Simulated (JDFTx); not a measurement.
**KBr in JDFTx: convergence with k mesh**

Crystal: KBr.

```
Br K
1.0
     0.00000    3.30000    3.30000
     3.30000    0.00000    3.30000
     3.30000    3.30000    0.00000
Br K
1 1
Direct
  0.50000 0.50000 0.50000
  0.00000 0.00000 0.00000
```

```yaml
Program: JDFTx 1.7.0 (patched build)
Task: convergence study
Functional: BLYP
Potentials_or_basis: Ansatz-NC-SR-PBE
Cutoff: 871 eV
Density_cutoff: 6966 eV
k_mesh: 1 × 1 × 1
Occupations: fermi-dirac, width 0.05 eV
Spin: no spin polarisation
```

These are the settings of the first run; the series varies k mesh, with any setting tied to it.

Hardware: 1 thread of Intel(R) Xeon(R) 6975P-C (Granite Rapids), with other jobs on the host.

Q: The values tried are 1 × 1 × 1, 2 × 2 × 2, 3 × 3 × 3, 4 × 4 × 4, 5 × 5 × 5, 6 × 6 × 6, 7 × 7 × 7, 8 × 8 × 8, loosest first. From which on does the gap on the mesh stay within 0.01 eV of the tightest run that finished?

A: From 3 × 3 × 3 on.

| k mesh | energy less the tightest run, at zero smearing (meV/atom) | pressure (GPa) | gap on the mesh (eV) | SCF cycles | CPU time (s) | peak memory (GiB) |
| --- | --- | --- | --- | --- | --- | --- |
| 1 × 1 × 1 | 1638.27 | 13.84 | 3.411 | 12 | 5.4 | 0.12 |
| 2 × 2 × 2 | 52.44 | 2.00 | 4.383 | 16 | 11 | 0.13 |
| 3 × 3 × 3 | 2.70 | 1.52 | 4.438 | 16 | 13 | 0.13 |
| 4 × 4 × 4 | 0.22 | 1.49 | 4.442 | 18 | 22 | 0.13 |
| 5 × 5 × 5 | 0.02 | 1.49 | 4.443 | 16 | 25 | 0.14 |
| 6 × 6 × 6 | 0.00 | 1.49 | 4.443 | 16 | 39 | 0.14 |
| 7 × 7 × 7 | 0.00 | 1.49 | 4.443 | 16 | 47 | 0.15 |
| 8 × 8 × 8 | 0.00 | 1.49 | 4.443 | 17 | 66 | 0.16 |

Against the tightest run, the energy stays within 1 meV/atom from 4 × 4 × 4 on; the pressure stays within 0.1 GPa from 3 × 3 × 3 on. Meshes of other sizes hit other points, so gaps and Fermi surfaces needn't settle smoothly. The tightest run that finished is the yardstick and may itself not be fully converged.

Caveat, for the tightest run too: the empty levels aren't tightly converged; the potentials were made for another functional, which shifts forces and pressure.
